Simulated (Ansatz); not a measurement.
AlN built on the rocksalt prototype, relaxed with r2SCAN. The symmetry is Fm-3m (No. 225, cubic); conventional cell a = 4.038 Å, 8.23 Å³ an atom. Al is surrounded by 6 N at 2.02 Å; N is surrounded by 6 Al at 2.02 Å.

```
CELL_PARAMETERS angstrom
0.00000 2.01887 2.01887
2.01887 0.00000 2.01887
2.01887 2.01887 0.00000
ATOMIC_POSITIONS crystal
Al 0.00000 0.00000 0.00000
N 0.50000 0.50000 0.50000
```

The questions ask for values computed with the PAW code Ansatz on this geometry. No spin polarisation. The prototype was imposed, so other structures may be more stable.

Given (10×10×10 mesh): r2SCAN gives an indirect gap of 5.52 eV, from Γ to X; the least direct gap is 6.53 eV at Γ.

Question: How does the gap change from r2SCAN to HSE06 (8×8×8)?

Answer: HSE06 gives an indirect gap of 6.08 eV, from Γ to X; the least direct gap is 7.27 eV at Γ. The gap differs by +0.56 eV from r2SCAN's.

Question: Estimate the gap with DDH-PBE0 on 8×8×8.

Answer: DDH-PBE0 gives an indirect gap of 6.35 eV, from Γ to X; the least direct gap is 7.50 eV at Γ. The share of exact exchange is 0.196. The gap differs by +0.83 eV from r2SCAN's.

Question: What does PBE0 give for the gap (8×8×8 mesh)?

Answer: PBE0 gives an indirect gap of 6.83 eV, from Γ to X; the least direct gap is 8.01 eV at Γ. The gap differs by +1.31 eV from r2SCAN's.

Question: Estimate the gap with r2SCAN0 on 8×8×8.

Answer: The r2SCAN0 gap is indirect, 7.40 eV (Γ to X), below the direct gap of 8.52 eV at Γ. The gap differs by +1.88 eV from r2SCAN's.

Question: Order these levels by the gap that they give, smallest first.
A. HSE06
B. LDA
C. r2SCAN0
D. r2SCANh
E. PBE
F. r2SCAN
G. DDH-PBE0
H. PBE0

Answer: B (4.51 eV), E (4.67 eV), F (5.52 eV), A (6.08 eV), D (6.27 eV), G (6.35 eV), H (6.83 eV), C (7.40 eV).

Question: What does G0W0@PBE with 121 empty bands, a screening cutoff of 220 eV and a 6×6×6 mesh give?

Answer: 6.44 eV (the shift on the mesh added to PBE's least gap). The quasiparticle gap on this mesh is 6.44 eV (Γ to X), against 4.66 eV from PBE: +1.78 eV. Renormalisation factors Z lie between 0.79 and 0.85. No extrapolation in bands, cutoff or mesh was made for G0W0.

Question: What are ε∞ and the Born charges with r2SCAN?

Answer: The electronic dielectric tensor ε∞ is 4.75 in all directions. Born charges, averaged over directions: Al +2.97, N -2.97 e.

Question: Going by these computed values, what does each step up buy?

Answer: Taking G0W0@PBE (121 empty bands, 220 eV, 6×6×6), 6.44 eV, as the yardstick (a computed one, not at the basis limit), DDH-PBE0 comes nearest, -0.09 eV off, at about 20 times r2SCAN's cost; G0W0 itself took about 16 times r2SCAN's cost. The others: r2SCANh -0.17, HSE06 -0.36, PBE0 +0.39, r2SCAN -0.92, r2SCAN0 +0.96, PBE -1.77, LDA -1.93 eV. The yardstick still moved by +0.21 eV in its last step of bands and cutoff, so this order can change. r2SCAN covers 60 % of the step from PBE to HSE06, while HSE06 needs about 18 times r2SCAN's cost (on a coarser mesh). All these functionals give a gap of the same kind, indirect.

The meshes of the hybrids are coarse, so their gaps aren't converged to the digits shown.
